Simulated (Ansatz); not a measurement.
The system is Te2Mo.

```xyz
6
Lattice="3.5182 0.0000 0.0000 -1.7591 3.0469 0.0000 0.0000 0.0000 13.9736" Properties=species:S:1:pos:R:3 pbc="T T T"
Te    1.7591    1.0156    5.2960
Te    0.0000    2.0312   12.2828
Te    1.7591    1.0156    1.6908
Te    0.0000    2.0312    8.6776
Mo    1.7591    1.0156   10.4802
Mo    0.0000    2.0312    3.4934
```

| Property | Result |
| --- | --- |
| Program | Ansatz 0.2.0 |
| Task | single point |
| Functional | PBE |
| Potentials or basis | Ansatz PAW |
| Cutoff | 420 eV (not typed: the program's choice for these potentials) |
| k mesh | 9 × 9 × 2 |
| Occupations | fermi-dirac, width 0.05 eV |
| Spin | no spin polarisation |

On this cell: pressure 2.9 GPa; largest force 0.175 eV/Å; band gap on the k mesh 0.78 eV, indirect (least direct gap 1.04 eV).

The same run follows on a disturbed copy (atoms moved at random, drawn with an rms of 0.05 Å):

```
Te Mo
1.0
     3.51820    0.00000    0.00000
    -1.75910    3.04685    0.00000
     0.00000    0.00000   13.97360
Te Mo
4 2
Direct
  0.68221 0.35004 0.37941
  0.33262 0.66864 0.88013
  0.67577 0.34141 0.12384
  0.34483 0.67496 0.62304
  0.65283 0.31865 0.74889
  0.31947 0.65670 0.25247
```

**Question.** What changes?

**Answer.** The energy moves by +20.8 meV/atom; pressure 3.9 GPa; largest force 1.334 eV/Å; band gap on the k mesh 0.75 eV, indirect (least direct gap 1.02 eV).

Forces in eV/Å, atoms in the order of the input:
```
Te  -0.458 -0.594  0.649
Te  -0.122 -0.345 -0.093
Te  -0.367 -0.407 -0.339
Te  -0.340 -0.547 -0.765
Mo   0.463  0.900  0.870
Mo   0.824  0.993 -0.322
```

Stress tensor (GPa, compression positive):
```
3.42 0.14 0.21
0.14 3.25 0.01
0.21 0.01 5.04
```

Caveats: odd divisions of the mesh miss points on the zone boundary, where band edges often lie, so the gap on the mesh can be too wide; spin-orbit coupling is left out, which moves the levels of the heavy elements; this functional lacks dispersion, which binds the layers, so the pressure and a relaxed spacing across them are unreliable (some runs).

A k mesh can miss the band edges.
